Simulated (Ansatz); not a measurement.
# SiNi3 (R-3m) in Ansatz: further runs, part 2 of 2

Ansatz 0.2.0. The steps go on from the part before.

### 3 Single point, r2SCAN, collinear spin, ferromagnetic start, 10.65 Å³/atom (volume scaled by 0.96)

Input file input.yaml:

```yaml
crystal:
  lattice:
    - [1.2753316608, 0.7363130776, 7.5584362406]
    - [-1.2753316608, 0.7363130776, 7.5584362406]
    - [0.0, -1.4726261553, 7.5584362406]
  atoms:
    - { symbol: Ni, position: [0.254733, 0.254733, 0.254733], spin: 1.0 }
    - { symbol: Ni, position: [0.5, 0.5, 0.5], spin: 1.0 }
    - { symbol: Ni, position: [0.745267, 0.745267, 0.745267], spin: 1.0 }
    - { symbol: Si, position: [0.0, 0.0, 0.0] }
hamiltonian:
  xc: r2scan
  pseudopotentials: { kind: paw }
magnetization:
  spin_polarized: true
kpoints:
  mp_grid: { grid: [12, 12, 12] }
scf:
  occupations: { method: fermi_dirac, width: 0.05 }
output:
  forces: true
  stress: true
  eigenvalues: true
```

Potentials or basis: Ansatz PAW.

On the command line:

```console
$ ansatz run input.yaml --threads 2 --pin off --max-ram 5632MiB --backend cpu --events-out ev --progress --plain --runs-dir out
```

Run time: 67 s. Hardware: 2 threads of AMD EPYC 7R13 (Zen 3), shared host; peak memory 0.94 GiB.

Results (log left out):

```
Free energy            : -18175.4218 eV
Pressure               : 3.7 GPa
Largest force          : 0.127 eV/Å
Band gap on the k mesh : none (metal or under the smearing width)
Net moment             : 1.14 μB per cell
Absolute moment        : 1.45 μB per cell
Site moments           : Ni +0.26, +0.73; Si +0.00 μB
```

Caveat: the magnetic or orbital state may not be the lowest; the PAW data sets come from PBE, with cores solved anew for the run's functional, which leaves a small shift of forces and pressure.

### 4 Single point, r2SCAN, collinear spin, ferromagnetic start, 10.87 Å³/atom (volume scaled by 0.98)

Edit input.yaml of step 3 so:

```diff
@@ -2,5 +2,5 @@
   lattice:
-    - [1.2753316608, 0.7363130776, 7.5584362406]
-    - [-1.2753316608, 0.7363130776, 7.5584362406]
-    - [0.0, -1.4726261553, 7.5584362406]
+    - [1.2841273295, 0.7413912593, 7.6105650344]
+    - [-1.2841273295, 0.7413912593, 7.6105650344]
+    - [0.0, -1.4827825187, 7.6105650344]
   atoms:
```

On the command line:

```console
$ ansatz run input.yaml --threads 2 --pin off --max-ram 5632MiB --backend cpu --events-out ev --progress --plain --runs-dir out
```

Wall time 67 s (2 threads of AMD EPYC 7R13 (Zen 3), shared host); peak memory 0.94 GiB.

Results (log left out):

```yaml
Free_energy: -18175.4296 eV
Pressure: -0.8 GPa
Largest_force: 0.060 eV/Å
Band_gap_on_the_k_mesh: none (metal or under the smearing width)
Net_moment: 1.17 μB per cell
Absolute_moment: 1.51 μB per cell
Site_moments: Ni +0.27, +0.75; Si +0.00 μB
```

Caveat: the magnetic or orbital state may not be the lowest; the PAW data sets come from PBE, with cores solved anew for the run's functional, which leaves a small shift of forces and pressure.

### 5 Single point, r2SCAN, collinear spin, ferromagnetic start, 11.09 Å³/atom

Edit input.yaml of step 4 so:

```diff
@@ -2,5 +2,5 @@
   lattice:
-    - [1.2841273295, 0.7413912593, 7.6105650344]
-    - [-1.2841273295, 0.7413912593, 7.6105650344]
-    - [0.0, -1.4827825187, 7.6105650344]
+    - [1.2928041287, 0.7464008117, 7.661989331]
+    - [-1.2928041287, 0.7464008117, 7.661989331]
+    - [0.0, -1.4928016234, 7.661989331]
   atoms:
@@ -23 +23,5 @@
   eigenvalues: true
+  write_density: true
+  write_potential: true
+  elf: true
+  volumetric_format: npy
```

On the command line:

```console
$ ansatz run input.yaml --threads 2 --pin off --max-ram 5632MiB --backend cpu --events-out ev --progress --plain --runs-dir out
```

It took 1.8 min on 2 threads of AMD EPYC 7R13 (Zen 3), shared host; peak memory 0.92 GiB.

Results (log left out):

```yaml
Free_energy: -18175.4145 eV
Pressure: -4.6 GPa
Band_gap_on_the_k_mesh: none (metal or under the smearing width)
Net_moment: 1.22 μB per cell
Absolute_moment: 1.58 μB per cell
Site_moments: Ni +0.28, +0.80; Si -0.00 μB
```

Caveat: the magnetic or orbital state may not be the lowest; the PAW data sets come from PBE, with cores solved anew for the run's functional, which leaves a small shift of forces and pressure.

### 6 Single point, r2SCAN, collinear spin, ferromagnetic start, 11.31 Å³/atom (volume scaled by 1.02)

Edit input.yaml of step 5 so:

```diff
@@ -2,5 +2,5 @@
   lattice:
-    - [1.2928041287, 0.7464008117, 7.661989331]
-    - [-1.2928041287, 0.7464008117, 7.661989331]
-    - [0.0, -1.4928016234, 7.661989331]
+    - [1.301365995, 0.7513440075, 7.712732461]
+    - [-1.301365995, 0.7513440075, 7.712732461]
+    - [0.0, -1.502688015, 7.712732461]
   atoms:
@@ -23,5 +23 @@
   eigenvalues: true
-  write_density: true
-  write_potential: true
-  elf: true
-  volumetric_format: npy
```

Potentials or basis: Ansatz PAW.

On the command line:

```console
$ ansatz run input.yaml --threads 2 --pin off --max-ram 5632MiB --backend cpu --events-out ev --progress --plain --runs-dir out
```

Run time: 93 s. Hardware: 2 threads of AMD EPYC 7R13 (Zen 3), shared host; peak memory 0.96 GiB.

Results (log left out):

| Property | Result |
| --- | --- |
| Free energy | -18175.3806 eV |
| Pressure | -7.6 GPa |
| Largest force | 0.058 eV/Å |
| Band gap on the k mesh | none (metal or under the smearing width) |
| Net moment | 1.29 μB per cell |
| Absolute moment | 1.68 μB per cell |
| Site moments | Ni +0.28, +0.89; Si -0.00 μB |

Caveat: the magnetic or orbital state may not be the lowest; the PAW data sets come from PBE, with cores solved anew for the run's functional, which leaves a small shift of forces and pressure.

### 7 Single point, r2SCAN, collinear spin, ferromagnetic start, 11.53 Å³/atom (volume scaled by 1.04)

Edit input.yaml of step 6 so:

```diff
@@ -2,5 +2,5 @@
   lattice:
-    - [1.301365995, 0.7513440075, 7.712732461]
-    - [-1.301365995, 0.7513440075, 7.712732461]
-    - [0.0, -1.502688015, 7.712732461]
+    - [1.3098166603, 0.7562230014, 7.7628165427]
+    - [-1.3098166603, 0.7562230014, 7.7628165427]
+    - [0.0, -1.5124460028, 7.7628165427]
   atoms:
@@ -23 +23,5 @@
   eigenvalues: true
+  write_density: true
+  write_potential: true
+  elf: true
+  volumetric_format: npy
```

On the command line:

```console
$ ansatz run input.yaml --threads 2 --pin off --max-ram 5632MiB --backend cpu --events-out ev --progress --plain --runs-dir out
```

Wall time 85 s (2 threads of AMD EPYC 7R13 (Zen 3), shared host); peak memory 0.96 GiB.

Results (log left out):

- Free energy: -18175.3307 eV
- Pressure: -10.5 GPa
- Largest force: 0.121 eV/Å
- Band gap on the k mesh: none (metal or under the smearing width)
- Net moment: 1.33 μB per cell
- Absolute moment: 1.74 μB per cell
- Site moments: Ni +0.28, +0.93; Si -0.00 μB

Caveat: the magnetic or orbital state may not be the lowest; the PAW data sets come from PBE, with cores solved anew for the run's functional, which leaves a small shift of forces and pressure.

### 8 Single point, r2SCAN, collinear spin, ferromagnetic start, 11.76 Å³/atom (volume scaled by 1.06)

Edit input.yaml of step 7 so:

```diff
@@ -2,5 +2,5 @@
   lattice:
-    - [1.3098166603, 0.7562230014, 7.7628165427]
-    - [-1.3098166603, 0.7562230014, 7.7628165427]
-    - [0.0, -1.5124460028, 7.7628165427]
+    - [1.3181596665, 0.7610398383, 7.8122625671]
+    - [-1.3181596665, 0.7610398383, 7.8122625671]
+    - [0.0, -1.5220796766, 7.8122625671]
   atoms:
@@ -23,5 +23 @@
   eigenvalues: true
-  write_density: true
-  write_potential: true
-  elf: true
-  volumetric_format: npy
```

On the command line:

```console
$ ansatz run input.yaml --threads 2 --pin off --max-ram 5632MiB --backend cpu --events-out ev --progress --plain --runs-dir out
```

It took 65 s on 2 threads of AMD EPYC 7R13 (Zen 3), shared host; peak memory 0.98 GiB.

Results (log left out):

* Free energy: -18175.2652 eV
* Pressure: -13.2 GPa
* Largest force: 0.180 eV/Å
* Band gap on the k mesh: none (metal or under the smearing width)
* Net moment: 1.35 μB per cell
* Absolute moment: 1.77 μB per cell
* Site moments: Ni +0.28, +0.96; Si -0.00 μB

Caveat: the magnetic or orbital state may not be the lowest; the PAW data sets come from PBE, with cores solved anew for the run's functional, which leaves a small shift of forces and pressure.

### 9 Equation of state, r2SCAN, collinear spin, ferromagnetic start

Potentials or basis: Ansatz PAW.

This step only gathers the single runs of the series.

What came out:

- Equilibrium volume: 10.83 Å³/atom
- Bulk modulus at fixed shape and positions: 202 GPa
- Pressure derivative of the bulk modulus: 6.1 (rough: it moves with the points fitted)

Energy against volume, from the lowest point:
| volume (Å³/atom) | energy (meV/atom) |
| --- | --- |
| 10.425 | 10.38 |
| 10.647 | 1.95 |
| 10.868 | 0.00 |
| 11.090 | 3.77 |
| 11.312 | 12.25 |
| 11.534 | 24.73 |
| 11.756 | 41.10 |

Caveat: the magnetic or orbital state may not be the lowest; the cell was scaled at fixed shape and fractional positions, which overstates the stiffness of a crystal with free parameters, most of all of layers and chains; the PAW data sets were made with another functional, which shifts forces and pressure a little.
